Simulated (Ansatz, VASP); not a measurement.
# One calculation of Al, two programs

```
Al
1.0
     0.00000    2.02500    2.02500
     2.02500    0.00000    2.02500
     2.02500    2.02500    0.00000
Al
1
Direct
  0.00000 0.00000 0.00000
```

Alike in both runs: task relaxation of cell and atoms; functional PBEsol; k mesh 20 × 20 × 20; occupations gaussian, width 0.1 eV; no spin polarisation.

|  | VASP | Ansatz |
| --- | --- | --- |
| version | VASP 6.6.1 | Ansatz 0.2.0 |
| potentials or method | VASP PAW PBE potentials, release 64 (Al) | scalar-relativistic, plane waves, PAW |
| plane-wave cutoff (eV) | 600 | 420 |
| valence electrons in the cell | 3 | 3 |

VASP gave:

* gap on the k mesh at the Fermi level, each at its own relaxed structure (eV): none
* relaxed volume (Å³/atom): 16.18
* relaxed cell length with the largest relative difference (Å): 2.839
* energy change over the relaxation (meV/atom): -3

Question: Which values does Ansatz return?

Answer: gap on the k mesh at the Fermi level, each at its own relaxed structure (eV): none; relaxed volume (Å³/atom): 16.17; relaxed cell length with the largest relative difference (Å): 2.838; energy change over the relaxation (meV/atom): -3.

A gap of «none» marks a metal or a gap that the smearing closes. Ansatz warned: «pseudo_functional_mismatch».

Caveats: the PAW data sets were made with another functional, which shifts forces and pressure a little (VASP).
